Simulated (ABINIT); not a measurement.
Set up this calculation in ABINIT 10.8.3 (patched build), as the native input.

```yaml
Task: band structure
Functional: rPW86PBE
Potentials_or_basis: JTH PAW PBE v2.0
Cutoff: 626 eV
k_mesh: 7 × 7 × 7
Occupations: fermi-dirac, width 0.05 eV
Spin: no spin polarisation
Fine-grid_cutoff: 1224.51 eV
Exchange_and_correlation_inside_the_PAW_spheres: full angular mesh (pawxcdev 0, this build's default; the released program takes 1)
```

The system is KTaO3.

```
CELL_PARAMETERS angstrom
3.98830 0.00000 0.00000
0.00000 3.98830 0.00000
0.00000 0.00000 3.98830
ATOMIC_POSITIONS crystal
Ta 0.00000 0.00000 0.00000
K 0.50000 0.50000 0.50000
O 0.00000 0.00000 0.50000
O 0.00000 0.50000 0.00000
O 0.50000 0.00000 0.00000
```

The input as run:

run.abi

```
# Datasets: ground state, then fixed potential
ndtset 2

# Pseudopotentials
pp_dirpath "./"
pseudos "Ta.GGA_PBE-JTH.xml, K.GGA_PBE-JTH.xml, O.GGA_PBE-JTH.xml"

# Structure
acell 3.9883 3.9883 3.9883 Angstrom
rprim
     1.0000000000     0.0000000000     0.0000000000
     0.0000000000     1.0000000000     0.0000000000
     0.0000000000     0.0000000000     1.0000000000
ntypat 3
znucl 73 19 8
natom 5
typat 1 2 3 3 3
xred
     0.0000000000     0.0000000000     0.0000000000
     0.5000000000     0.5000000000     0.5000000000
     0.0000000000     0.0000000000     0.5000000000
     0.0000000000     0.5000000000     0.0000000000
     0.5000000000     0.0000000000     0.0000000000

# Plane-wave basis
ecut 625.861884 eV
pawecutdg 45.0

# Exchange and correlation
ixc -144130

# Bands and occupations
occopt 3
tsmear 0.05 eV

# SCF cycle
nstep 100

# Output
iomode 3
prtwf 0
prteig 0
prtebands 0
enunit 1
prtden1 1

# Dataset 1
kptopt1 1
ngkpt1 7 7 7
nshiftk1 1
shiftk1 0.0 0.0 0.0
nband1 24
tolvrs1 1.0e-9

# Dataset 2: bands along G-X-M-G-R-X
iscf2 -2
getden2 1
nband2 30
nbdbuf2 4
tolwfr2 1.0e-11
kptopt2 -5
ndivsm2 5
prteig2 1
prtvol2 -3
kptbounds2
     0.0000000000     0.0000000000     0.0000000000
     0.0000000000     0.5000000000     0.0000000000
     0.5000000000     0.5000000000     0.0000000000
     0.0000000000     0.0000000000     0.0000000000
     0.5000000000     0.5000000000     0.5000000000
     0.0000000000     0.5000000000     0.0000000000
```

Potentials or basis: JTH PAW PBE v2.0.

Run with:

```bash
$ abinit run.abi > log 2>&1
```

Results of the run:

- Pressure: 9.5 GPa
- Band gap on the k mesh: 2.30 eV, indirect (least direct gap 2.86 eV)
- Band gap along the path: 2.25 eV, indirect (least direct gap 2.86 eV)

Caveat: the PAW data sets were made with another functional, which shifts forces and pressure a little; spin-orbit coupling is left out, which moves the levels of the heavy elements; the atomic spheres overlap.

Run time: 120 s on 1 thread of Arm Neoverse V2, with other jobs on the host, peak memory 0.16 GiB.
